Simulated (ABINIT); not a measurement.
# TaN (P-6m2) in ABINIT: convergence with nband

Aim: find how far nband must go before the results for TaN settle, at PBEsol. This setting moves, with any that are tied to it; all else stays.

Program: ABINIT 10.8.3 (patched build). These are calculated values, not measurements. Logs are shortened: lines on timing, memory, paths and dates and some standing lists are left out, and cuts for length are marked. The log counts tension as positive stress, the text compression.

## Step 1: The crystal as given

The structure is hexagonal, space group P-6m2 (No. 187). The conventional cell has a = 2.938 Å, b = 2.938 Å, c = 2.883 Å, α = 90.00°, β = 90.00°, γ = 120.00°. Ta (site symmetry -6m2) is surrounded by 6 N at 2.23 Å. N (site symmetry -6m2) has 6 Ta at 2.23 Å as nearest neighbours.

## Step 2: With nband 17

The input, run.abi:

```
# Pseudopotentials
pp_dirpath "./"
pseudos "Ta.upf, N.upf"

# Structure
acell 3*1.0
rprim
     5.5520153542     0.0000000000     0.0000000000
    -2.7760076771     4.8081863389     0.0000000000
     0.0000000000     0.0000000000     5.4480804173
ntypat 2
znucl 73 7
natom 2
typat 1 2
xred
     0.0000000000     0.0000000000     0.5000000000
     0.6666666667     0.3333333333     0.0000000000

# Plane-wave basis
ecut 66.0

# k points
kptopt 1
ngkpt 8 8 8
nshiftk 1
shiftk 0.0 0.0 0.0

# Exchange and correlation
ixc -116133

# Bands and occupations
nband 17
occopt 3
tsmear 0.00183747

# SCF cycle
nstep 100
tolvrs 1.0e-10

# Output
iomode 3
prtwf 0
prtden 0
prteig 0
prtebands 0
enunit 1
```

Potentials or basis: PseudoDojo NC SR PBEsol v0.4 stringent.

Run with:

```sh
$ abinit run.abi > log 2>&1
```

run.abo:

```text
.Version 10.8.3 of ABINIT
 Symmetries : space group P-6 m 2 (#187); Bravais hP (primitive hexag.)
================================================================================
 Values of the parameters that define the memory need of the present run
     intxc =       0    ionmov =       0      iscf =       7    lmnmax =       8
     lnmax =       8     mgfft =      45  mpssoang =       4    mqgrid =    3001
     natom =       2  nloc_mem =       1    nspden =       1   nspinor =       1
    nsppol =       1      nsym =      12    n1xccc =    2501    ntypat =       2
    occopt =       3   xclevel =       2
       mpw =        3752          nfft =       81000          nkpt =          50
================================================================================
================================================================================

--------------------------------------------------------------------------------
------------- Echo of variables that govern the present computation ------------
--------------------------------------------------------------------------------
 -outvars: echo values of preprocessed input variables --------
            acell      1.0000000000E+00  1.0000000000E+00  1.0000000000E+00 Bohr
              amu      1.80947900E+02  1.40067400E+01
             ecut      6.60000000E+01 Hartree
           enunit           1
              ixc     -116133
         kptrlatt        8    0    0      0    8    0      0    0    8
          kptrlen      4.35846433E+01
            natom           2
            nband          17
            ngfft          45      45      40
             nkpt          50
            nstep         100
             nsym          12
           ntypat           2
           occopt           3
           prtden           0
        prtebands           0
           prteig           0
            prtwf           0
            rprim      5.5520153542E+00  0.0000000000E+00  0.0000000000E+00
                      -2.7760076771E+00  4.8081863389E+00  0.0000000000E+00
                       0.0000000000E+00  0.0000000000E+00  5.4480804173E+00
          spgroup         187
           tolvrs      1.00000000E-10
           tsmear      1.83747000E-03 Hartree
            typat      1  2
           xangst      0.0000000000E+00  0.0000000000E+00  1.4414999990E+00
                       1.4689999990E+00  8.4812754486E-01  0.0000000000E+00
            xcart      0.0000000000E+00  0.0000000000E+00  2.7240402086E+00
                       2.7760076771E+00  1.6027287796E+00  0.0000000000E+00
             xred      0.0000000000E+00  0.0000000000E+00  5.0000000000E-01
                       6.6666666667E-01  3.3333333333E-01  0.0000000000E+00
            znucl       73.00000    7.00000

================================================================================

 chkinp: Checking input parameters for consistency.

================================================================================
== DATASET  1 ==================================================================

--- !DatasetInfo
iteration_state: {dtset: 1, }
dimensions: {natom: 2, nkpt: 50, mband: 17, nsppol: 1, nspinor: 1, nspden: 1, mpw: 3752, }
cutoff_energies: {ecut:  66.0, pawecutdg:  -1.0, }
electrons: {nelect:   3.20000000E+01, charge:   0.00000000E+00, occopt:   3.00000000E+00, tsmear:   1.83747000E-03, }
meta: {optdriver: 0, ionmov: 0, optcell: 0, iscf: 7, paral_kgb: 0, }
...

 Real(R)+Recip(G) space primitive vectors, cartesian coordinates (Bohr,Bohr^-1):
 R(1)=  5.5520154  0.0000000  0.0000000  G(1)=  0.1801148  0.1039893  0.0000000
 R(2)= -2.7760077  4.8081863  0.0000000  G(2)=  0.0000000  0.2079786  0.0000000
 R(3)=  0.0000000  0.0000000  5.4480804  G(3)=  0.0000000  0.0000000  0.1835509
 Unit cell volume ucvol=  1.4543718E+02 bohr^3
 Angles (23,13,12)=  9.00000000E+01  9.00000000E+01  1.20000000E+02 degrees

 getcut: wavevector=  0.0000  0.0000  0.0000  ngfft=  45  45  40
         ecut(hartree)=     66.000   => boxcut(ratio)=   2.00761

--- Pseudopotential description ------------------------------------------------
- pspini: atom type   1  psp file is ./Ta.upf
[... 44 lines left out ...]
  sigma(3 3)=  1.87792503E-04  sigma(2 1)=  0.00000000E+00

--- !ResultsGS
iteration_state: {dtset: 1, }
comment   : Summary of ground state results
lattice_vectors:
- [  5.5520154,   0.0000000,   0.0000000, ]
- [ -2.7760077,   4.8081863,   0.0000000, ]
- [  0.0000000,   0.0000000,   5.4480804, ]
lattice_lengths: [   5.55202,    5.55202,    5.44808, ]
lattice_angles: [ 90.000,  90.000, 120.000, ] # degrees, (23, 13, 12)
lattice_volume:   1.4543718E+02
convergence: {deltae:  3.411E-12, res2:  4.661E-11, residm:  2.621E-03, diffor: null, }
etotal    :  -3.34570678E+02
entropy   :   0.00000000E+00
fermie    :   5.28123128E-01
cartesian_stress_tensor: # hartree/bohr^3
- [  1.80659673E-04,   0.00000000E+00,   0.00000000E+00, ]
- [  0.00000000E+00,   1.80659674E-04,   0.00000000E+00, ]
- [  0.00000000E+00,   0.00000000E+00,   1.87792503E-04, ]
pressure_GPa:  -5.3851E+00
xred      :
- [  0.0000E+00,   0.0000E+00,   5.0000E-01, Ta]
- [  6.6667E-01,   3.3333E-01,   0.0000E+00,  N]
cartesian_forces: # hartree/bohr
- [ -3.87988152E-28,  -2.24005064E-28,  -0.00000000E+00, ]
- [  3.87988152E-28,   2.24005064E-28,  -0.00000000E+00, ]
force_length_stats: {min:   4.48010128E-28, max:   4.48010128E-28, mean:   4.48010128E-28, }
...

 Integrated electronic density in atomic spheres:
 ------------------------------------------------
 Atom  Sphere_radius  Integrated_density
    1        2.00000         23.20126605
    2        2.00000          5.25578729
================================================================================

 ----iterations are completed or convergence reached----

 Mean square residual over all n,k,spin=   40.240E-07; max=  26.210E-04
 reduced coordinates (array xred) for    2 atoms
       0.000000000000      0.000000000000      0.500000000000
       0.666666666667      0.333333333333      0.000000000000
 rms dE/dt=  1.2437E-27; max dE/dt=  2.1541E-27; dE/dt below (all hartree)
    1       0.000000000000      0.000000000000      0.000000000000
    2      -0.000000000000      0.000000000000      0.000000000000

 cartesian coordinates (angstrom) at end:
    1      0.00000000000000     0.00000000000000     1.44149999902310
    2      1.46899999901651     0.84812754486496     0.00000000000000

 cartesian forces (hartree/bohr) at end:
    1     -0.00000000000000    -0.00000000000000    -0.00000000000000
    2      0.00000000000000     0.00000000000000    -0.00000000000000
 frms,max,avg= 2.5865877E-28 3.8798815E-28   0.000E+00  0.000E+00  0.000E+00 h/b

 cartesian forces (eV/Angstrom) at end:
    1     -0.00000000000000    -0.00000000000000    -0.00000000000000
    2      0.00000000000000     0.00000000000000    -0.00000000000000
 frms,max,avg= 1.3300769E-26 1.9951153E-26   0.000E+00  0.000E+00  0.000E+00 e/A
 length scales=  1.000000000000  1.000000000000  1.000000000000 bohr
              =  0.529177210544  0.529177210544  0.529177210544 angstroms
 Fermi (or HOMO) energy (eV) =  14.37096   Average Vxc (eV)= -14.49640
 Eigenvalues (   eV  ) for nkpt=  50  k points:
 kpt#   1, nband= 17, wtk=  0.00195, kpt=  0.0000  0.0000  0.0000 (reduced coord)
 -54.13776  -20.43223  -20.17847  -20.17847   -5.72063   -5.72063   -5.71210   -5.70952
  -5.70952   -5.69052   -5.60147   -3.32324    9.78937    9.78937   10.14971   11.43449
  16.55909
 prteigrs : prtvol=0 or 1, do not print more k-points.

--- !EnergyTerms
iteration_state     : {dtset: 1, }
comment             : Components of total free energy in Hartree
kinetic             :  2.14336530359664E+02
hartree             :  9.85074193514906E+01
xc                  : -5.52304520424786E+01
Ewald energy        : -2.23162727127946E+02
psp_core            :  1.14897795518813E+01
local_psp           : -2.62986628826866E+02
non_local_psp       : -1.17524576624998E+02
internal            : -3.34570655359252E+02
'-kT*entropy'       : -2.28693623898801E-05
total_energy        : -3.34570678228614E+02
total_energy_eV     : -9.10413195185865E+03
band_energy         : -8.73203516878898E+00
...

 Cartesian components of stress tensor (hartree/bohr^3)
  sigma(1 1)=  1.80659673E-04  sigma(3 2)=  0.00000000E+00
  sigma(2 2)=  1.80659674E-04  sigma(3 1)=  0.00000000E+00
  sigma(3 3)=  1.87792503E-04  sigma(2 1)=  0.00000000E+00

-Cartesian components of stress tensor (GPa)         [Pressure= -5.3851E+00 GPa]
- sigma(1 1)=  5.31519109E+00  sigma(3 2)=  0.00000000E+00
- sigma(2 2)=  5.31519112E+00  sigma(3 1)=  0.00000000E+00
- sigma(3 3)=  5.52504620E+00  sigma(2 1)=  0.00000000E+00

== END DATASET(S) ==============================================================
================================================================================

 -outvars: echo values of variables after computation  --------
            acell      1.0000000000E+00  1.0000000000E+00  1.0000000000E+00 Bohr
           etotal     -3.3457067823E+02
            fcart     -3.8798815225E-28 -2.2400506414E-28 -0.0000000000E+00
                       3.8798815225E-28  2.2400506414E-28 -0.0000000000E+00
            rprim      5.5520153542E+00  0.0000000000E+00  0.0000000000E+00
                      -2.7760076771E+00  4.8081863389E+00  0.0000000000E+00
                       0.0000000000E+00  0.0000000000E+00  5.4480804173E+00
           strten      1.8065967304E-04  1.8065967431E-04  1.8779250342E-04
                       0.0000000000E+00  0.0000000000E+00  0.0000000000E+00
           xangst      0.0000000000E+00  0.0000000000E+00  1.4414999990E+00
                       1.4689999990E+00  8.4812754486E-01  0.0000000000E+00
             xred      0.0000000000E+00  0.0000000000E+00  5.0000000000E-01
                       6.6666666667E-01  3.3333333333E-01  0.0000000000E+00
 Calculation completed.
```

Wall time 2.5 min (1 thread of Arm Neoverse V2, shared host); peak memory 0.12 GiB.

Results:

* Free energy: -9104.1320 eV
* Pressure: -5.4 GPa
* Band gap on the k mesh: none (metal or under the smearing width)
* Valence electrons inside the program's atomic spheres: Ta 23.20; N 5.26

## Step 3: With nband 18

run.abi, as its differences from that of step 2:

```diff
@@ -31,3 +31,3 @@
 # Bands and occupations
-nband 17
+nband 18
 occopt 3
```

Potentials or basis: PseudoDojo NC SR PBEsol v0.4 stringent.

Run with:

```sh
$ abinit run.abi > log 2>&1
```

Wall time 2.6 min (1 thread of Arm Neoverse V2, shared host); peak memory 0.12 GiB.

It converged, with:

```yaml
Free_energy: -9104.1320 eV
Pressure: -5.4 GPa
Band_gap_on_the_k_mesh: none (metal or under the smearing width)
Valence_electrons_inside_the_program's_atomic_spheres: Ta 23.20; N 5.26
```

## Step 4: With nband 19

run.abi, as its differences from that of step 3:

```diff
@@ -31,3 +31,3 @@
 # Bands and occupations
-nband 18
+nband 19
 occopt 3
```

Run with:

```sh
$ abinit run.abi > log 2>&1
```

Run time: 2.6 min. Hardware: 1 thread of Arm Neoverse V2, shared host; peak memory 0.13 GiB.

The run converged. Its results:

```
Free energy                                           : -9104.1320 eV
Pressure                                              : -5.4 GPa
Band gap on the k mesh                                : none (metal or under the smearing width)
Valence electrons inside the program's atomic spheres : Ta 23.20; N 5.26
```

## Step 5: With nband 20

run.abi, as its differences from that of step 4:

```diff
@@ -31,3 +31,3 @@
 # Bands and occupations
-nband 19
+nband 20
 occopt 3
```

Run with:

```sh
$ abinit run.abi > log 2>&1
```

Wall time 2.7 min (1 thread of Arm Neoverse V2, shared host); peak memory 0.13 GiB.

The run converged. Its results:

| Item | Value |
| --- | --- |
| Free energy | -9104.1320 eV |
| Pressure | -5.4 GPa |
| Band gap on the k mesh | none (metal or under the smearing width) |
| Valence electrons inside the program's atomic spheres | Ta 23.20; N 5.26 |

## Step 6: With nband 21

run.abi, as its differences from that of step 5:

```diff
@@ -31,3 +31,3 @@
 # Bands and occupations
-nband 20
+nband 21
 occopt 3
```

Potentials or basis: PseudoDojo NC SR PBEsol v0.4 stringent.

Run with:

```sh
$ abinit run.abi > log 2>&1
```

Run time: 2.8 min. Hardware: 1 thread of Arm Neoverse V2, shared host; peak memory 0.13 GiB.

It converged, with:

```yaml
Free_energy: -9104.1320 eV
Pressure: -5.4 GPa
Band_gap_on_the_k_mesh: none (metal or under the smearing width)
Valence_electrons_inside_the_program's_atomic_spheres: Ta 23.20; N 5.26
```

## Step 7: With nband 24

run.abi, as its differences from that of step 6:

```diff
@@ -31,3 +31,3 @@
 # Bands and occupations
-nband 21
+nband 24
 occopt 3
```

Run with:

```sh
$ abinit run.abi > log 2>&1
```

Wall time 3.1 min (1 thread of Arm Neoverse V2, shared host); peak memory 0.14 GiB.

It converged, with:

| Item | Value |
| --- | --- |
| Free energy | -9104.1320 eV |
| Pressure | -5.4 GPa |
| Band gap on the k mesh | none (metal or under the smearing width) |
| Valence electrons inside the program's atomic spheres | Ta 23.20; N 5.26 |

## Step 8: With nband 30

run.abi, as its differences from that of step 7:

```diff
@@ -31,3 +31,3 @@
 # Bands and occupations
-nband 24
+nband 30
 occopt 3
```

Run with:

```sh
$ abinit run.abi > log 2>&1
```

Wall time 3.2 min (1 thread of Arm Neoverse V2, shared host); peak memory 0.16 GiB.

The run converged. Its results:

| Quantity | Value |
| --- | --- |
| Free energy | -9104.1320 eV |
| Pressure | -5.4 GPa |
| Band gap on the k mesh | none (metal or under the smearing width) |
| Valence electrons inside the program's atomic spheres | Ta 23.20; N 5.26 |

## Step 9: Result

```tsv
nband	energy less the tightest run, at zero smearing (meV/atom)	SCF cycles	CPU time (s)	peak memory (GiB)
17	0.00	19	150	0.12
18	0.00	18	150	0.12
19	0.00	16	150	0.13
20	0.00	15	160	0.13
21	0.00	15	170	0.13
24	0.00	14	190	0.14
30	0.00	12	190	0.16
```

Against the tightest run, the energy stays within 1 meV/atom from 17 on. The tightest run that finished is the yardstick and may itself not be fully converged.
